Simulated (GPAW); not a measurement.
Crystal: TaS2.

```
Ta S
1.0
     3.35000    0.00000    0.00000
    -1.67500    2.90119    0.00000
     0.00000    0.00000    5.86000
Ta S
1 2
Direct
  0.00000 0.00000 0.00000
  0.66667 0.33333 0.75000
  0.33333 0.66667 0.25000
```

| Quantity | Value |
| --- | --- |
| Program | GPAW 26.7.0 |
| Task | relaxation of cell and atoms |
| Functional | PW91 |
| Potentials or basis | PAW data sets generated in the run's folder for this functional |
| Cutoff | 600 eV |
| Basis | pw |
| k mesh | 7 × 7 × 4 |
| Occupations | fermi-dirac, width 0.05 eV |
| Spin | no spin polarisation |

At the start: pressure 9.2 GPa; volume 18.98 Å³/atom.

Q: How do energy, volume and symmetry change on relaxing?

A: Over 10 steps the energy falls by 42.3 meV/atom and the volume is 20.96 Å³/atom (+10.4 %); space group P-3m1 (No. 164, to 0.05 Å).

Step by step:
```tsv
step	energy change (eV)	largest force (eV/Å)	pressure (GPa)	volume (Å³)
1	0.0000	1.2158	9.24	56.95
2	-0.0748	0.6515	5.21	57.85
3	-0.1120	0.0236	0.54	59.05
4	-0.1125	0.0630	0.26	59.16
5	-0.1136	0.1118	-0.09	59.37
6	-0.1158	0.1686	-0.55	59.81
7	-0.1195	0.2021	-0.89	60.60
8	-0.1241	0.1638	-0.74	61.67
9	-0.1266	0.0640	-0.16	62.56
10	-0.1268	0.0165	0.11	62.87
```

Final structure:
```
CELL_PARAMETERS angstrom
3.38041 0.00000 0.00000
-1.69020 2.92752 0.00000
0.00000 0.00000 6.35266
ATOMIC_POSITIONS crystal
Ta 0.00000 0.00000 0.00000
S 0.66667 0.33333 0.75868
S 0.33333 0.66667 0.24132
```

Caveat: later steps reuse the first step's grids; this functional lacks dispersion, which binds the layers, so the pressure and a relaxed spacing across them are unreliable; the volume moved by +10 % from the deposited cell, more than functionals usually miss.
